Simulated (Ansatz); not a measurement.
This Rh structure is the end of a relaxation. The cell was found from a structure generator's guess, not taken from experiment.

The calculation used Ansatz, DFT PBE, scalar-relativistic, plane waves, PAW. Cutoff 420 eV, Γ-centred mesh, Gaussian smearing, collinear spin.

```
Rh
1.0
     3.68808    0.00000    0.00000
     0.00000    3.68808    0.00000
     0.00000    0.00000    3.68808
Rh
3
Direct
  0.50000 0.00000 0.00000
  0.00000 0.50000 0.00000
  0.00000 0.00000 0.50000
```

Energies count from the standard state of Rh at the same level.

Problem. Find its symmetry and describe it.

Solution. Pm-3m (No. 221). Conventional cell: a = 3.688 Å. Around Rh lie 8 Rh at 2.61 Å.

Problem. How far does it lie from the standard state of Rh?

Solution. +0.68 eV/atom. It lies above the standard state, so it could only be metastable.

Problem. Is it a metal?

Solution. Yes, bands cross the Fermi level on the 12×12×12 mesh.

Problem. Which magnetic moments does it keep?

Solution. 0.13 μB per atom net, the space between the atoms included; by site: Rh 0.1 (×3) μB.

The last run used collinear spin, a 12×12×12 mesh for its 3-atom cell and Gaussian smearing of 0.10 eV. Another magnetic order may lie lower. Symmetry constrained the relaxation, so the result can be a saddle point.
